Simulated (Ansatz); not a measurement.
Magnetic states of cobalt, omega (AlB2-type)

Computed with Ansatz 0.2.0, DFT, PBE, plane waves (420 eV) with PAW, scalar-relativistic.

Each start was relaxed and then solved on a dense mesh, with Fermi-Dirac smearing of 0.05 eV (0.1 eV in a metal without spin) extrapolated to zero. Rows within 2 meV/atom of each other tie.

(1) Where does each start end, and how do the energies compare? Starts: non-magnetic; ferromagnetic.

Results:

(1) 
```csv
start,ends,ΔE (meV/atom),V (Å³/atom)
ferromagnetic,"ferromagnetic, net 1.66 μB per atom",0.0,11.06
non-magnetic,spin not included,285.3,10.57
```
